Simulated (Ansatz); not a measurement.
# Gaps and decay in MgS/ZnSe stacks, part 3 of 4

How do the layer thicknesses change the gap of MgS/ZnSe? The crystals are MgS zinc blende(111) and ZnSe zinc blende(111), on a common net of side 4.031 Å (+0.0 % and -0.7 % against typed lattice constants near PBE's). Layer spacings come from each crystal relaxed along the normal on that net, and the joins take the mean spacing. The stacks are then relaxed. The first steps treat the bulk crystals alone.

Ansatz 0.2.0; PBE DFT, plane waves, PAW files (the session's first sound run).

So far, gap on path (eV): step 3 (the bulk crystal and its band edges, strain 0.0001, crystal MgS zinc blende(111)) 3.37; step 5 (band edges, strain -0.0068, crystal ZnSe zinc blende(111)) 1.17; step 7 (band edges of the superlattice, atomic layers of each crystal 6×6, k-mesh 8×8×2) 1.64.

### 8. Minibands and complex bands along the stacking, atomic layers of each crystal 6×6, k-mesh 8×8×2

This step: PBE DFT, plane waves, PAW files; complex bands by layer matching along the plane's normal (Ansatz 0.2.0).

The whole cell is now the period, so open channels are minibands and Im kz is the decay through the stack.

The input, input.yaml:

```yaml
crystal:
  lattice:
    - [4.031, 0.0, 0.0]
    - [-2.0155, 3.4909484027, 0.0]
    - [0.0, 0.0, 19.8267789917]
  atoms:
    - { symbol: S, position: [0.0, 0.0, -0.0021477161] }
    - { symbol: Mg, position: [0.3333333333, 0.6666666667, 0.0379290636] }
    - { symbol: S, position: [0.3333333333, 0.6666666667, 0.1625700995] }
    - { symbol: Mg, position: [0.6666666667, 0.3333333333, 0.2038237559] }
    - { symbol: S, position: [0.6666666667, 0.3333333333, 0.3283953913] }
    - { symbol: Mg, position: [0.0, 0.0, 0.3694389751] }
    - { symbol: Se, position: [0.0, 0.0, 0.5007420377] }
    - { symbol: Zn, position: [0.3333333333, 0.6666666667, 0.5436876514] }
    - { symbol: Se, position: [0.3333333333, 0.6666666667, 0.6687113349] }
    - { symbol: Zn, position: [0.6666666667, 0.3333333333, 0.7108838045] }
    - { symbol: Se, position: [0.6666666667, 0.3333333333, 0.836043157] }
    - { symbol: Zn, position: [0.0, 0.0, 0.8788428033] }
kpoints:
  mp_grid: { grid: [8, 8, 2] }
scf:
  occupations: { method: fixed }
  max_iter: 120
hamiltonian:
  xc: pbe
output:
  eigenvalues: true
  transmission:
    leads: [[0, 0]]
    kpoints: [[0.0, 0.0], [0.5, 0.0]]
    e_range: [-1.5, 3.14]
    de: 0.07
```

Launch:

```sh
$ ansatz run input.yaml --threads 4 --pin off --max-ram 8192MiB --backend cpu --events-out ev --progress --plain --runs-dir out
```

Numbers of over 12 decimals in the logs are rounded to 6 here.

The program printed:

```text
[...]
Crystal: 12 atoms, lattice volume = 279.003 Å³
Basis set: ecut = 420 eV, 5491 PW (Γ)
Bands: 80, of which v1, the nominal top of the filled ones, is band 66 counted from 1 (65 counted from 0)
Symmetry: 6 space group operations
[...]
k-points: 20 of 128 (time reversal used)
[...]
SCF iter   1: F=—  HF=-34854.722608 eV  |F-HF|=—  |Δ(HF+E_count)|=         —  Δρ=8.32e-4  dr2=1.36e-2  ethr=1.77e-3  ⟨swp⟩=4.9  Hψ=5311  notcnv=0  defer=225
[...]
SCF iter   8: F=-34854.718704 eV  HF=-34854.718704 eV  |F-HF|=2.83e-8  |Δ(HF+E_count)|=   2.85e-7  Δρ=2.88e-6  dr2=3.25e-8  ethr=7.58e-11  ⟨swp⟩=13.3  Hψ=6948  notcnv=0
SCF 1 converged in 8 iterations: F = -34854.718704 eV  dr2 = 3.25e-8
[...]
transmission: 27 of 54 steps passed
transmission: 54 of 54 steps passed
SCF converged after 8 iterations
Free energy (F): -34854.718704 eV
[...]
Internal energy: -34854.718704 eV  (E = F + TS)
E sigma→0 (E₀):  -34854.718704 eV
Fermi energy:    5.253414 eV
[...]
--- Band table (eV; the first three rows and the last of 20) ---
  k-point 0: bands = [... 62 lower, 4.9702, 4.9702, 5.2534, 5.2534, 6.8894, 7.8536, 7.9650, 8.2607, ... 10 higher]
  k-point 1: bands = [... 62 lower, 4.9707, 4.9707, 5.2532, 5.2532, 7.1041, 7.6068, 7.9748, 8.2879, ... 10 higher]
  k-point 2: bands = [... 62 lower, 4.5028, 4.7983, 4.8188, 5.1144, 7.7146, 8.4895, 8.6632, 8.7923, ... 10 higher]
  k-point 19: bands = [... 62 lower, 3.4416, 3.4814, 3.7867, 3.9434, 9.0640, 9.1931, 9.3545, 9.6860, ... 10 higher]
--- Transmission ---
  basis      : 121 plane waves across, 27 finite elements along
  points     : 2, as listed
  energies   : 67 from -1.500000 to 3.120000 eV about the Fermi level, 0.070000 eV apart; the leads are filled to 0.818002 eV, and channels, transmission and decay are at 0.810000 eV
  crystal 0  : Se3Zn3S3Mg3, at the sites [0, 0], period 19.8268 Å: whole cells are its period
    offset         : up to 0.0000 Å between an atom of the period and one for which it stands
    channels       : 0.000000e0 a spin
    conductance    : none, the energies end too early or step too widely for 300 K: set another output.transmission.e_range or a lower de, or, where they end at an eighth of basis.ecutwfc, a higher one
    slowest decay  : 0.1535 /Å at (0.0000, 0.0000)
```

Wall time 23 s (4 threads of Arm Neoverse V2, shared host); peak memory 0.88 GiB.

This step gave:

```
decay constant at the filling level, zone centre          : 0.1535 Å⁻¹
decay constant at the filling level, slowest listed point : 0.1535 Å⁻¹
```

Lower lead, k parallel (0, 0); values up to 0.909 1/Å, a degenerate pair printed once or twice; energies at which all values exceed this have no row. Table of Im kz of the slowest decaying states by energy, zero at the highest filled level on the SCF mesh:

| energy (eV) | decay 1 (Å⁻¹) | decay 2 (Å⁻¹) | decay 3 (Å⁻¹) |
| --- | --- | --- | --- |
| -1.50 | 0.254 | - | - |
| -1.36 | 0.0466 | 0.303 | - |
| -1.15 | 0.0736 | 0.392 | - |
| -1.01 | 0.0784 | 0.426 | - |
| -0.87 | 0.0746 | 0.425 | - |
| -0.73 | 0.0577 | 0.394 | - |
| -0.52 | 0.309 | - | - |
| -0.38 | 0.0453 | 0.325 | - |
| -0.24 | 0.0922 | 0.296 | - |
| -0.10 | 0.116 | 0.347 | - |
| -0.03 | 0.125 | 0.310 | - |
| 0.11 | 0.138 | 0.412 | - |
| 0.25 | 0.147 | 0.478 | - |
| 0.39 | 0.153 | 0.519 | - |
| 0.60 | 0.156 | 0.561 | - |
| 0.74 | 0.155 | 0.581 | - |
| 0.88 | 0.151 | 0.597 | - |
| 1.02 | 0.145 | 0.610 | - |
| 1.23 | 0.128 | 0.624 | - |
| 1.37 | 0.109 | 0.631 | 0.894 |
| 1.51 | 0.0801 | 0.637 | 0.860 |
| 1.72 | 0.642 | 0.806 | - |
| 1.86 | 0.0179 | 0.644 | 0.768 |
| 2.00 | 0.0577 | 0.645 | 0.728 |
| 2.14 | 0.0616 | 0.644 | 0.686 |
| 2.35 | 0.0104 | 0.613 | 0.642 |
| 2.49 | 0.553 | 0.640 | - |
| 2.63 | 0.0343 | 0.468 | 0.636 |
| 2.77 | 0.0889 | 0.382 | 0.632 |
| 2.98 | 0.0674 | 0.377 | 0.624 |
| 3.12 | 0.244 | 0.618 | - |

Lower lead, k parallel (0.5, 0); values up to 0.909 1/Å, a degenerate pair printed once or twice; energies at which all values exceed this have no row. Table of Im kz of the slowest decaying states by energy, zero at the highest filled level on the SCF mesh:

| energy (eV) | decay 1 (Å⁻¹) | decay 2 (Å⁻¹) | decay 3 (Å⁻¹) | decay 4 (Å⁻¹) |
| --- | --- | --- | --- | --- |
| -1.430 | 0.0803 | 0.138 | 0.273 | - |
| -1.220 | 0.0805 | 0.0981 | 0.298 | - |
| -1.010 | 0.0409 | 0.201 | 0.316 | - |
| -0.800 | 0.153 | 0.232 | 0.329 | - |
| -0.590 | 0.198 | 0.339 | 0.342 | - |
| -0.380 | 0.226 | 0.346 | 0.399 | - |
| -0.170 | 0.246 | 0.350 | 0.440 | - |
| -0.030 | 0.257 | 0.351 | 0.461 | - |
| 0.180 | 0.268 | 0.351 | 0.486 | - |
| 0.390 | 0.276 | 0.350 | 0.506 | 0.897 |
| 0.600 | 0.281 | 0.346 | 0.521 | 0.867 |
| 0.810 | 0.282 | 0.340 | 0.533 | 0.835 |
| 1.020 | 0.281 | 0.333 | 0.541 | 0.802 |
| 1.230 | 0.278 | 0.323 | 0.548 | 0.769 |
| 1.370 | 0.274 | 0.315 | 0.550 | 0.746 |
| 1.580 | 0.266 | 0.301 | 0.553 | 0.710 |
| 1.790 | 0.255 | 0.285 | 0.554 | 0.673 |
| 2.000 | 0.240 | 0.265 | 0.553 | 0.633 |
| 2.210 | 0.220 | 0.241 | 0.551 | 0.592 |
| 2.420 | 0.194 | 0.209 | 0.547 | 0.547 |
| 2.630 | 0.154 | 0.168 | 0.500 | 0.542 |
| 2.770 | 0.106 | 0.132 | 0.466 | 0.537 |
| 2.980 | 0.0310 | 0.411 | 0.530 | - |

At the listed wavevectors the last open channel is at -0.45 eV and the next at +1.65 eV on the grid, wider than the gap, since narrow bands can fall between grid energies. At +0.81 eV, the grid energy nearest the filling level (the middle of the gap on the SCF mesh), the slowest state at the listed wavevectors decays with κ = 0.153 Å⁻¹, its amplitude falling by e over 6.5 Å.

### 9. Relaxing the interfaces, stack MgS 4 / ZnSe 8, atomic layers of each crystal 4×8

This step: PBE DFT, plane waves, PAW files (Ansatz 0.2.0).

System of this step: MgS (4) / ZnSe (8). The cell holds 12 atoms: 2 S, 2 Mg, 4 Se and 4 Zn. Its edges and angles: a = 4.031 Å, b = 4.031 Å, c = 19.859 Å, α = 90.0°, β = 90.0°, γ = 120.0°. Regions: 0: MgS, 4 atoms (2 S and 2 Mg); 1: ZnSe, 8 atoms (4 Se and 4 Zn). The structure's axis is c.

The stack is relaxed at a fixed cell, since the spacings at the joins were only estimated. The total length stays as laid.

The input, input.yaml:

```yaml
crystal:
  lattice:
    - [4.031, 0.0, 0.0]
    - [-2.0155, 3.4909484027, 0.0]
    - [0.0, 0.0, 19.8585229819]
  atoms:
    - { symbol: S, position: [0.0, 0.0, 0.0] }
    - { symbol: Mg, position: [0.3333333333, 0.6666666667, 0.0413549142] }
    - { symbol: S, position: [0.3333333333, 0.6666666667, 0.1656009953] }
    - { symbol: Mg, position: [0.6666666667, 0.3333333333, 0.2069559094] }
    - { symbol: Se, position: [0.6666666667, 0.3333333333, 0.3315285117] }
    - { symbol: Zn, position: [0.0, 0.0, 0.3738288906] }
    - { symbol: Se, position: [0.0, 0.0, 0.4987280141] }
    - { symbol: Zn, position: [0.3333333333, 0.6666666667, 0.5410283929] }
    - { symbol: Se, position: [0.3333333333, 0.6666666667, 0.6659275165] }
    - { symbol: Zn, position: [0.6666666667, 0.3333333333, 0.7082278953] }
    - { symbol: Se, position: [0.6666666667, 0.3333333333, 0.8331270188] }
    - { symbol: Zn, position: [0.0, 0.0, 0.8754273977] }
kpoints:
  mp_grid: { grid: [8, 8, 2] }
scf:
  occupations: { method: fixed }
  max_iter: 120
hamiltonian:
  xc: pbe
output:
  eigenvalues: false
  forces: true
relax:
  f_tol: 0.02
  max_steps: 40
```

The program printed:

```text
[...]
Crystal: 12 atoms, lattice volume = 279.449 Å³
Basis set: ecut = 420 eV, 5491 PW (Γ), exchange–correlation on 54×54×270 points (8 copies of the dense FFT grid, shifted against one another)
Bands: 87, of which v1, the nominal top of the filled ones, is band 72 counted from 1 (71 counted from 0)
Symmetry: 6 space group operations
[...]
k-points: 20 of 128 (time reversal used)
[...]
SCF iter   1: F=—  HF=-40815.456600 eV  |F-HF|=—  |Δ(HF+E_count)|=         —  Δρ=8.47e-4  dr2=1.39e-2  ethr=1.77e-3  ⟨swp⟩=5.0  Hψ=5627  notcnv=0  defer=239
[...]
SCF iter   6: F=-40815.453030 eV  HF=-40815.453029 eV  |F-HF|=1.01e-6  |Δ(HF+E_count)|=   5.13e-7  Δρ=2.32e-5  dr2=2.06e-6  ethr=6.94e-9  ⟨swp⟩=4.0  Hψ=5798  notcnv=0
SCF 1 converged in 6 iterations: F = -40815.453030 eV  dr2 = 2.06e-6
[...]
relax step   1: F+E_penalty+E_count = -40815.45303007 eV  Δ(F+E_penalty+E_count) = +0.000e0 eV  max|allowed force component| = 7.357e-1 eV/Å  Δτ_max = 0.0000 Å  (6 SCF iters, dr2 threshold 1.00e-5 eV, accepted)
[...]
SCF iter   6: F=-40815.528997 eV  HF=-40815.529002 eV  |F-HF|=5.27e-6  |Δ(HF+E_count)|=   1.12e-6  Δρ=5.77e-5  dr2=1.28e-5  ethr=2.35e-8  ⟨swp⟩=4.2  Hψ=6111  notcnv=0
SCF 2 converged in 6 iterations: F = -40815.528997 eV  dr2 = 1.28e-5
[...]
relax step   2: F+E_penalty+E_count = -40815.52899657 eV  Δ(F+E_penalty+E_count) = -7.597e-2 eV  max|allowed force component| = 2.220e-1 eV/Å  Δτ_max = 0.0820 Å  (6 SCF iters, dr2 threshold 3.38e-5 eV, accepted)
SCF iter   1: F=—  HF=-40815.534194 eV  |F-HF|=—  |Δ(HF+E_count)|=         —  Δρ=1.17e-3  dr2=3.84e-3  ethr=1.79e-5  ⟨swp⟩=5.2  Hψ=3490  notcnv=0  defer=260
[...]
SCF iter   6: F=-40815.533327 eV  HF=-40815.533327 eV  |F-HF|=1.55e-7  |Δ(HF+E_count)|=   6.07e-7  Δρ=1.00e-5  dr2=4.96e-7  ethr=2.14e-9  ⟨swp⟩=4.0  Hψ=6090  notcnv=0
SCF 3 converged in 6 iterations: F = -40815.533327 eV  dr2 = 4.96e-7
relax step   3: F+E_penalty+E_count = -40815.53332700 eV  Δ(F+E_penalty+E_count) = -4.330e-3 eV  max|allowed force component| = 2.948e-2 eV/Å  Δτ_max = 0.0194 Å  (6 SCF iters, dr2 threshold 3.08e-6 eV, accepted)
SCF iter   1: F=—  HF=-40815.533397 eV  |F-HF|=—  |Δ(HF+E_count)|=         —  Δρ=2.07e-4  dr2=9.15e-5  ethr=7.72e-7  ⟨swp⟩=4.0  Hψ=3271  notcnv=0  defer=260
[...]
SCF iter   6: F=-40815.533420 eV  HF=-40815.533420 eV  |F-HF|=1.15e-8  |Δ(HF+E_count)|=   2.51e-8  Δρ=2.01e-6  dr2=2.35e-8  ethr=6.94e-11  ⟨swp⟩=4.2  Hψ=6094  notcnv=0
SCF 4 converged in 6 iterations: F = -40815.533420 eV  dr2 = 2.35e-8
relax step   4: F+E_penalty+E_count = -40815.53341999 eV  Δ(F+E_penalty+E_count) = -9.299e-5 eV  max|allowed force component| = 3.331e-3 eV/Å  Δτ_max = 0.0034 Å  (6 SCF iters, accepted)
SCF converged after 6 iterations
Free energy (F): -40815.533420 eV
[...]
Internal energy: -40815.533420 eV  (E = F + TS)
E sigma→0 (E₀):  -40815.533420 eV
Fermi energy:    5.650626 eV
[...]
--- Forces (eV/Å), atoms counted from 1 ---
  atom   1  S     -0.00000000    -0.00000000    -0.00274935
  atom   2  Mg     0.00000000     0.00000000     0.00250452
  atom   3  S     -0.00000000    -0.00000000    -0.00333000
  atom   4  Mg     0.00000000     0.00000000     0.00311057
  atom   5  Se    -0.00000000    -0.00000000    -0.00144196
  atom   6  Zn     0.00000000     0.00000000     0.00122215
  atom   7  Se    -0.00000000    -0.00000000    -0.00152044
  atom   8  Zn     0.00000000     0.00000000     0.00153967
  atom   9  Se    -0.00000000    -0.00000000    -0.00210960
  atom  10  Zn     0.00000000     0.00000000     0.00253306
  atom  11  Se    -0.00000000    -0.00000000    -0.00153767
  atom  12  Zn     0.00000000     0.00000000     0.00179172
  max |Σ_I F_I| component: 1.27e-5 eV/Å
--- Relaxed structure (4 steps of the walk, 4 accepted, 0 SCFs on fresh bases) ---
  F+E_penalty+E_count = -40815.53341999 eV   max|allowed force component| = 3.331e-3 eV/Å
  atoms:
    - { symbol: S, position: [-1.7837245599990837e-18, 0, -0.00326124] }
    - { symbol: Mg, position: [0.333333, 0.666667, 0.036734] }
    - { symbol: S, position: [0.333333, 0.666667, 0.161209] }
    - { symbol: Mg, position: [0.666667, 0.333333, 0.202179] }
    - { symbol: Se, position: [0.666667, 0.333333, 0.333272] }
    - { symbol: Zn, position: [1.2588295957929617e-18, 0, 0.376130] }
    - { symbol: Se, position: [1.2212478808444577e-18, 0, 0.500961] }
    - { symbol: Zn, position: [0.333333, 0.666667, 0.543068] }
    - { symbol: Se, position: [0.333333, 0.666667, 0.668082] }
    - { symbol: Zn, position: [0.666667, 0.333333, 0.710248] }
    - { symbol: Se, position: [0.666667, 0.333333, 0.835200] }
    - { symbol: Zn, position: [1.3603520315812252e-18, 0, 0.877915] }
[...]
```

The job ended after 26 s (4 threads; peak memory 0.99 GiB; 1.7 min of CPU time).

Step by step:

| step | energy less that of the first step (eV) | largest force component (eV/Å) |
| --- | --- | --- |
| 1 | 0.0000 | 0.7357 |
| 2 | -0.0760 | 0.2220 |
| 3 | -0.0803 | 0.0295 |
| 4 | -0.0804 | 0.0033 |

Forces are held to the 6 operations that the run works with; a distortion that breaks them can't arise in this run.

The atoms that moved most (Å):

| atom | dx | dy | dz | length |
| --- | --- | --- | --- | --- |
| Mg4 | 0.000 | 0.000 | -0.095 | 0.095 |
| Mg2 | 0.000 | 0.000 | -0.092 | 0.092 |
| S3 | 0.000 | 0.000 | -0.087 | 0.087 |
| S1 | 0.000 | 0.000 | -0.065 | 0.065 |
| Zn12 | 0.000 | 0.000 | 0.049 | 0.049 |
| Zn6 | 0.000 | 0.000 | 0.046 | 0.046 |
| Se7 | 0.000 | 0.000 | 0.044 | 0.044 |
| Se9 | 0.000 | 0.000 | 0.043 | 0.043 |

This step gave:

```
free energy  : -40815.5334 eV
Fermi energy : 5.651 eV
```

The largest force component on a free atom ends at 0.0033 eV/Å.

### 10. Band edges of the superlattice, atomic layers of each crystal 4×8, k-mesh 8×8×2

Another period, with its own band edges.

The input, input.yaml:

```yaml
crystal:
  lattice:
    - [4.031, 0.0, 0.0]
    - [-2.0155, 3.4909484027, 0.0]
    - [0.0, 0.0, 19.8585229819]
  atoms:
    - { symbol: S, position: [0.0, 0.0, -0.0032612449] }
    - { symbol: Mg, position: [0.3333333333, 0.6666666667, 0.0367340662] }
    - { symbol: S, position: [0.3333333333, 0.6666666667, 0.1612085212] }
    - { symbol: Mg, position: [0.6666666667, 0.3333333333, 0.2021790222] }
    - { symbol: Se, position: [0.6666666667, 0.3333333333, 0.3332721322] }
    - { symbol: Zn, position: [0.0, 0.0, 0.376130452] }
    - { symbol: Se, position: [0.0, 0.0, 0.5009608636] }
    - { symbol: Zn, position: [0.3333333333, 0.6666666667, 0.5430676062] }
    - { symbol: Se, position: [0.3333333333, 0.6666666667, 0.6680820436] }
    - { symbol: Zn, position: [0.6666666667, 0.3333333333, 0.7102476358] }
    - { symbol: Se, position: [0.6666666667, 0.3333333333, 0.8351997823] }
    - { symbol: Zn, position: [0.0, 0.0, 0.8779145761] }
kpoints:
  mp_grid: { grid: [8, 8, 2] }
  band_path: { path: [VBM, CBM], npoints: 24 }
scf:
  occupations: { method: fixed }
  max_iter: 120
hamiltonian:
  xc: pbe
output:
  eigenvalues: true
  write_potential: true
  write_density: true
  volumetric_format: npy
```

The program printed:

```text
[...]
Crystal: 12 atoms, lattice volume = 279.449 Å³
Basis set: ecut = 420 eV, 5491 PW (Γ)
Bands: 87, of which v1, the nominal top of the filled ones, is band 72 counted from 1 (71 counted from 0)
Symmetry: 6 space group operations
[...]
k-points: 20 of 128 (time reversal used)
[...]
SCF iter   1: F=—  HF=-40815.537143 eV  |F-HF|=—  |Δ(HF+E_count)|=         —  Δρ=8.92e-4  dr2=1.33e-2  ethr=1.77e-3  ⟨swp⟩=5.0  Hψ=5856  notcnv=0  defer=250
[...]
SCF iter   8: F=-40815.533610 eV  HF=-40815.533610 eV  |F-HF|=1.75e-8  |Δ(HF+E_count)|=   3.61e-7  Δρ=3.42e-6  dr2=3.98e-8  ethr=6.94e-11  ⟨swp⟩=12.2  Hψ=8071  notcnv=0
SCF 1 converged in 8 iterations: F = -40815.533610 eV  dr2 = 3.98e-8
[...]
SCF converged after 8 iterations
Free energy (F): -40815.533610 eV
[...]
Internal energy: -40815.533610 eV  (E = F + TS)
E sigma→0 (E₀):  -40815.533610 eV
Fermi energy:    5.650597 eV
[...]
--- Band table (eV; the first three rows and the last of 20) ---
  k-point 0: bands = [... 68 lower, 5.4421, 5.4421, 5.6506, 5.6506, 7.1341, 8.1309, 8.3150, 8.3252, ... 11 higher]
  k-point 1: bands = [... 68 lower, 5.4454, 5.4454, 5.6493, 5.6493, 7.4276, 7.8139, 8.3245, 8.3727, ... 11 higher]
  k-point 2: bands = [... 68 lower, 5.0012, 5.2873, 5.3071, 5.5142, 8.0043, 8.7583, 8.9802, 9.0789, ... 11 higher]
  k-point 19: bands = [... 68 lower, 3.8374, 3.9312, 4.2361, 4.3414, 9.4370, 9.5992, 9.6763, 9.9039, ... 11 higher]
```

Elapsed: 51 s, on 4 threads; peak memory 1.1 GiB; 3.3 min of CPU time.

Numbers from this step:

| Item | Value |
| --- | --- |
| free energy | -40815.5336 eV |
| gap on the k-mesh | 1.484 eV |
| gap on path | 1.484 eV, by band count; negative where bands overlap |
| edge places on path | 0, 0 1/A along the path |

Levels at VBM (eV): -6.38, -6.38, -6.38, -6.35, -6.35, -6.34, -6.32, -6.32, -6.30, -6.30, -6.23, -6.07, -6.07, -6.04, -6.04, -6.03, -6.03, -6.02, -6.02, -6.02, -4.85, -4.02, -3.64, -2.25, -1.76, -1.54, -1.54, -1.37, -1.37, -0.66, -0.66, -0.45, -0.45, -0.30, -0.21, -0.21, 0.00, 0.00, 1.48, 2.48.

The searched edges give 1.48 eV, as on the mesh.

For the gap on path, step 7 gave 1.64 eV; this run, with MgS (4) / ZnSe (8) and atomic layers of each crystal 4×8, gives 1.48 eV.

[end of part 3 of 4]

[Logs are printed without paths, hosts, clocks, repeated set-up lines and the standing remarks that a program may print on its own settings, such as how far it seeks lower states.]

[Hosts, paths, dates, database ids (printed as entryN), source tags and the programs' standing remarks are cut or masked in the printed files.]
